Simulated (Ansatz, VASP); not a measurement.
BN in VASP and in Ansatz

```
B N
1.0
     2.75825    0.00000    0.00000
    -1.37913    2.38872    0.00000
     0.00000    0.00000    3.88871
B N
2 2
Direct
  0.66667 0.33333 0.99972
  0.33333 0.66667 0.49972
  0.66667 0.33333 0.62528
  0.33333 0.66667 0.12528
```

Change from the starting cell: strain +0.080 along x and y, -0.080 along z, atoms carried along.

Alike in both runs: task single point; functional LDA; k mesh 12 × 12 × 6; occupations gaussian, width 0.05 eV; no spin polarisation.

|  | VASP | Ansatz |
| --- | --- | --- |
| version | VASP 6.6.1 | Ansatz 0.2.0 |
| potentials or method | VASP PAW LDA potentials, release 64 (B, N) | scalar-relativistic, plane waves, PAW |
| plane-wave cutoff (eV) | 520 | 420 |
| valence electrons in the cell | 16 | 16 |

Ansatz gave:

```
gap on the k mesh at the Fermi level (eV)       : 4.65
least direct gap on the mesh (eV)               : 5.69
pressure (GPa)                                  : -22.9
largest component of the traceless stress (GPa) : 90.02
rms of the force components (eV/Å)              : 0.481
```

**Question.** Estimate VASP's values.

**Answer.** gap on the k mesh at the Fermi level (eV): 4.63; least direct gap on the mesh (eV): 5.69; pressure (GPa): -22.3; largest component of the traceless stress (GPa): 90.49; rms of the force components (eV/Å): 0.496.

Atom by atom the forces differ by 0.016 eV/Å (rms over components).

Caveats: so large a pressure means that the cell lies far from this level's equilibrium, or that cutoff or potentials fall short (VASP). A k mesh can miss the band edges.
